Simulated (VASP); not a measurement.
# Si (I4_1/amd) in VASP: phonons with LDA

Aim: the phonons of Si with LDA.

Program: VASP 6.6.1. These are calculated values, not measurements. Logs are shortened: lines on timing, memory, paths and dates and some standing lists are left out, and cuts for length are marked.

### Step 1. The crystal as given

It takes space group I4_1/amd (No. 141, tetragonal). Conventional cell: a = 3.798 Å, b = 3.798 Å, c = 5.648 Å, α = 90.00°, β = 90.00°, γ = 90.00°. Si (site symmetry -4m2) is surrounded by 4 Si at 2.37 Å.

### Step 2. Phonons, LDA

Input file POSCAR:

```
Si
1.0
    0.0000000000      2.6852699564      2.8241200000
    2.6852699564      0.0000000000      2.8241200000
    2.6852699564      2.6852699564      0.0000000000
Si
2
Direct
    0.0000000000      0.0000000000      0.0000000000
    0.2500000000      0.2500000000      0.2500000000
```

Input file INCAR.step1:

```
SYSTEM = Si
ALGO = Normal
EDIFF = 1E-8
EDIFFG = -0.002
ENCUT = 600
GGA = CA
IBRION = 2
ISIF = 3
ISMEAR = 0
LASPH = .TRUE.
LCHARG = .FALSE.
LREAL = .FALSE.
LWAVE = .FALSE.
NELM = 60
NSW = 40
PREC = Accurate
SIGMA = 0.01
```

Input file INCAR.step2:

```
SYSTEM = Si
ALGO = Normal
EDIFF = 1E-8
ENCUT = 600
GGA = CA
IBRION = 6
ISIF = 2
ISMEAR = 0
LASPH = .TRUE.
LCHARG = .FALSE.
LREAL = .FALSE.
LWAVE = .FALSE.
NELM = 60
NFREE = 2
NSW = 1
POTIM = 0.015
PREC = Accurate
SIGMA = 0.01
```

Input file KPOINTS:

```
k-points
0
G
  10 10 10
  0 0 0
```

Potentials or basis: VASP PAW LDA potentials, release 64 (Si).

Launch:

```sh
cat potpaw_LDA.64/Si/POTCAR > POTCAR
cp INCAR.step1 INCAR
mpirun -np 1 vasp_std > vasp.out
cp CONTCAR POSCAR
cp INCAR.step2 INCAR
mpirun -np 1 vasp_std > vasp.out
```

OUTCAR:

```text
SYSTEM = Si
   EDIFF = 1E-8
   ENCUT = 600
   GGA = CA
   IBRION = 6
   ISIF = 2
   ISMEAR = 0
   LASPH = .TRUE.
   LREAL = .FALSE.
   NELM = 60
   NFREE = 2
   NSW = 1
   POTIM = 0.015
   PREC = Accurate

 ion  position               nearest neighbor table
   1  0.000  0.000  0.000-   2 2.34   2 2.34   2 2.34   2 2.34
   2  0.250  0.250  0.250-   1 2.34   1 2.34   1 2.34   1 2.34

  LATTYP: Found a body centered tetragonal cell.
 ALAT       =     3.8202896403
 C/A-ratio  =     1.4143658937

  Lattice vectors:

 A1 = (  -2.7013527107,   0.0000000000,   2.7016436857)
 A2 = (   2.7013527107,   0.0000000000,   2.7016436857)
 A3 = (   0.0000000000,   2.7013527107,  -2.7016436857)

Analysis of symmetry for initial positions (statically):
=====================================================================
 Subroutine PRICEL returns:
 Original cell was already a primitive cell.

 Routine SETGRP: Setting up the symmetry group for a
 body centered tetragonal supercell.

 Subroutine GETGRP returns: Found 16 space group operations
 (whereof  8 operations were pure point group operations)
 out of a pool of 16 trial point group operations.

The static configuration has the point symmetry D_2d.
 The point group associated with its full space group is D_4h.

Analysis of symmetry for dynamics (positions and initial velocities):
=====================================================================
 Subroutine PRICEL returns:
 Original cell was already a primitive cell.

 Routine SETGRP: Setting up the symmetry group for a
 body centered tetragonal supercell.

 Subroutine GETGRP returns: Found 16 space group operations
 (whereof  8 operations were pure point group operations)
 out of a pool of 16 trial point group operations.

The dynamic configuration has the point symmetry D_2d.
 The point group associated with its full space group is D_4h.

 Subroutine INISYM returns: Found 16 space group operations
 (whereof  8 operations are pure point group operations),
 and found     1 'primitive' translations

----------------------------------------------------------------------------------------

                                     Primitive cell

  volume of cell :      39.4294

  direct lattice vectors                    reciprocal lattice vectors
     0.000000000  2.701352711  2.701643686    -0.185092453  0.185092453  0.185072518
     2.701352711  0.000000000  2.701643686     0.185092453 -0.185092453  0.185072518
     2.701352711  2.701352711  0.000000000     0.185092453  0.185092453 -0.185072518

  length of vectors
     3.820495396  3.820495396  3.820289640     0.320578024  0.320578024  0.320578024

  position of ions in fractional coordinates (direct lattice)
     0.000000000  0.000000000  0.000000000
     0.250000000  0.250000000  0.250000000

  ion indices of the primitive-cell ions
   primitive index   ion index
                 1           1
                 2           2

----------------------------------------------------------------------------------------

 KPOINTS: k-points

Automatic generation of k-mesh.
 Grid dimensions read from file:
 generate k-points for:   10   10   10

 Generating k-lattice:

[... 61 lines left out ...]
   EDIFF  = 0.1E-07   stopping-criterion for ELM
   LREAL  =      F    real-space projection
   EDIFFG = 0.1E-06   stopping-criterion for IOM
   NSW    =     61    number of steps for IOM
   IBRION =      6    ionic relax: 0-MD 1-quasi-New 2-CG
   NFREE  =      2    steps in history (QN), initial steepest desc. (CG)
   ISIF   =      2    stress and relaxation
   ISYM   =      2    0-nonsym 1-usesym 2-fastsym
   POTIM  = 0.0150    time-step for ionic-motion
   TEBEG  =    0.0;   TEEND  =   0.0 temperature during run
   PSTRESS=    0.0 pullay stress
   NELECT =       8.0000    total number of electrons
   NUPDOWN=      -1.0000    fix difference up-down
   EMIN   =  10.00;   EMAX   =-10.00  energy-range for DOS
   EFERMI =   0.00;   METHOD = LEGACY
   ISMEAR =     0;   SIGMA  =   0.01  broadening in eV -4-tet -1-fermi 0-gaus
   EFERMI_NEDOS =   21; number of points for ismear=-14 and -15
   IALGO  =     38    algorithm
   IMIX   =      4    mixing-type and parameters
     AMIX     =   0.40;   BMIX     =  1.00
     AMIX_MAG =   1.60;   BMIX_MAG =  1.00
  volume/ion in A,a.u.               =      19.71       133.04
  Fermi-wavevector in a.u.,A,eV,Ry     =   0.961977  1.817873 12.590823  0.925399
  Thomas-Fermi vector in A             =   2.091396
   LORBIT       =      0    0 simple, 1 ext, 2 COOP (PROOUT), +10 PAW based schemes
   GGA     = CA    functional components
   LHFCALC =     F    Hartree Fock is set to
   AEXX    =    0.0000 exact exchange contribution
   IVDW    =     0    specifies the selected vdW correction
   LEPSILON=     F    determine dielectric tensor
   LRPA    =     F    only Hartree local field effects (RPA)
 finite differences with symmetry
 non-spin polarized calculation
 Gauss-broadening in eV      SIGMA  =   0.01
  energy-cutoff  :      600.00
  volume of cell :       39.43
 maximum number of plane-waves:      1363
   NGX = 15   NGY = 15   NGZ = 15

--------------------------------------- Ionic step        1  -------------------------------------------

 number of electron       7.9999999 magnetization

 Free energy of the ion-electron system (eV)
  ---------------------------------------------------
  ext. energy  EPLUGINS =         0.00000000
  ---------------------------------------------------
  free energy    TOTEN  =       -11.91928974 eV

  energy without entropy =      -11.91928974  energy(sigma->0) =      -11.91928974

------------------------ aborting loop because EDIFF is reached ----------------------------------------

  FORCE on cell =-STRESS in cart. coord.  units (eV):
  Direction    XX          YY          ZZ          XY          YZ          ZX
  --------------------------------------------------------------------------------------
  -------------------------------------------------------------------------------------
  Total        0.0018636      0.0018636     -0.0006980      0.0000000      0.0000000      0.0000000
  in kB        0.0757253      0.0757253     -0.0283626      0.0000000      0.0000000      0.0000000
  external PRESSURE =       0.0410293 kB  Pullay stress =       0.0000000 kB
[... 131 lines left out ...]
--------------------------------------- Ionic step        5  -------------------------------------------

 number of electron       8.0000000 magnetization

 Free energy of the ion-electron system (eV)
  ---------------------------------------------------
  ext. energy  EPLUGINS =         0.00000000
  ---------------------------------------------------
  free energy    TOTEN  =       -11.91776272 eV

  energy without entropy =      -11.91776272  energy(sigma->0) =      -11.91776272

 E-fermi :   6.0982     XC(G=0):  -9.6636

 val. band max:        6.0007536433   @ k =   0.0000   0.0000   0.0000
 cond. band min:       6.3801515256   @ k =   0.4000   0.4000   0.0000
 fundamental gap:      0.3793978823
 Fermi energy:         6.0981713267

 k-point     1 :       0.0000    0.0000    0.0000
  band No.  band energies     occupation
      1      -6.1352      2.00000
      2       5.8557      2.00000
      3       5.9280      2.00000
      4       6.0008      2.00000
      5       8.4157      0.00000
      6       8.4579      0.00000
      7       8.5010      0.00000
      8       9.3138      0.00000
[... 243 lines left out ...]
 k-point    24 :       0.4000    0.3000    0.0000
  band No.  band energies     occupation
      1      -3.9426      2.00000
      2       0.4839      2.00000
      3       2.9873      2.00000
      4       3.4853      2.00000
      5       6.8875      0.00000
      6       8.0412      0.00000
      7      12.8767      0.00000
      8      12.9867      0.00000

 [... further k-points ...]
[... 5 lines left out ...]
  --------------------------------------------------------------------------------------
  -------------------------------------------------------------------------------------
  Total        0.0049557      0.0049557     -0.0013933     -0.1491614      0.0000000      0.0000000
  in kB        0.2013702      0.2013702     -0.0566171     -6.0610277      0.0000000      0.0000000
  external PRESSURE =       0.1153744 kB  Pullay stress =       0.0000000 kB
[... 17 lines left out ...]
  FREE ENERGIE OF THE ION-ELECTRON SYSTEM (eV)
  ---------------------------------------------------
  free  energy   TOTEN  =       -11.9177627200 eV

  energy  without entropy=      -11.9177627200  energy(sigma->0) =      -11.91776272

 INTERNAL STRAIN TENSORS FROM DISPLACED ATOMS
 ============================================

 INTERNAL STRAIN TENSOR FOR ION    1 for displacements in x,y,z  (eV/Angst):
          X           Y           Z          XY          YZ          ZX
  --------------------------------------------------------------------------------
  x     0.00000     0.00000     0.00000     0.00000     9.94139     0.00000
  y     0.00000     0.00000     0.00000     0.00000     0.00000     9.94139
  z     0.00000     0.00000     0.00000     9.94506     0.00000     0.00000

 INTERNAL STRAIN TENSOR FOR ION    2 for displacements in x,y,z  (eV/Angst):
          X           Y           Z          XY          YZ          ZX
  --------------------------------------------------------------------------------
  x     0.00000     0.00000     0.00000     0.00000    -9.94139     0.00000
  y     0.00000     0.00000     0.00000     0.00000     0.00000    -9.94139
  z     0.00000     0.00000     0.00000    -9.94506     0.00000     0.00000

 Eigenvectors and eigenvalues of the dynamical matrix
 ----------------------------------------------------

   1 f  =   15.369588 THz    96.569971 2PiTHz  512.674278 cm-1    63.563481 meV
             X         Y         Z           dx          dy          dz
      0.000000  0.000000  0.000000     0.000000    0.000000    0.707107
      1.350676  1.350676  1.350822     0.000000   -0.000000   -0.707107
[... 16 lines left out ...]
   5 f  =    0.000000 THz     0.000001 2PiTHz    0.000007 cm-1     0.000001 meV
             X         Y         Z           dx          dy          dz
      0.000000  0.000000  0.000000     0.704062    0.065410    0.004224
      1.350676  1.350676  1.350822     0.704062    0.065410    0.004224

   6 f/i=    0.000000 THz     0.000001 2PiTHz    0.000008 cm-1     0.000001 meV
             X         Y         Z           dx          dy          dz
      0.000000  0.000000  0.000000     0.010775   -0.070554   -0.703496
      1.350676  1.350676  1.350822     0.010775   -0.070554   -0.703496

 ELASTIC MODULI CONTR FROM IONIC RELAXATION (kBar)
 Direction    XX          YY          ZZ          XY          YZ          ZX
 --------------------------------------------------------------------------------
 XX           0.0000      0.0000      0.0000      0.0000      0.0000      0.0000
 YY           0.0000      0.0000      0.0000      0.0000      0.0000      0.0000
 ZZ           0.0000      0.0000      0.0000      0.0000      0.0000      0.0000
 XY           0.0000      0.0000      0.0000   -296.0995      0.0000      0.0000
 YZ           0.0000      0.0000      0.0000      0.0000   -295.9028     -0.0000
 ZX           0.0000      0.0000      0.0000      0.0000     -0.0000   -295.9028
 --------------------------------------------------------------------------------
```

It took 3.3 min on 1 thread of Intel Xeon Platinum 8488C (Sapphire Rapids), shared host; peak memory 0.26 GiB.

What came out:

```
Relaxed volume                         : 19.71 Å³/atom
Relaxed cell                           : a = 3.820 Å, b = 3.820 Å, c = 3.820 Å, α = 60.00°, β = 60.00°, γ = 60.00°
Space group after relaxing (to 0.05 Å) : Fd-3m (No. 227)
Highest phonon frequency at Γ          : 513 cm⁻¹
```

Step by step:
```
step  energy change (eV)  largest force (eV/Å)  pressure (GPa)  volume (Å³)
   1              0.0000                0.0000           -2.98        40.73
   2             -0.0250                0.0000            2.37        38.52
   3             -0.0277                0.0000            1.01        39.02
   4             -0.0337                0.0000            0.15        39.37
   5             -0.0340                0.0000           -0.09        39.47
   6             -0.0340                0.0000           -0.07        39.46
   7             -0.0340                0.0000            0.04        39.41
   8             -0.0340                0.0000            0.02        39.42
   9             -0.0340                0.0000            0.00        39.43
```

Final structure:
```
Si
1.0
     0.00000    2.70135    2.70164
     2.70135    0.00000    2.70164
     2.70135    2.70135    0.00000
Si
2
Direct
  0.00000 0.00000 0.00000
  0.25000 0.25000 0.25000
```

Phonon frequencies in cm⁻¹ (negative: imaginary):
| q point | frequencies |
| --- | --- |
| (0.000, 0.000, 0.000) | 0 0 0 513 513 513 |
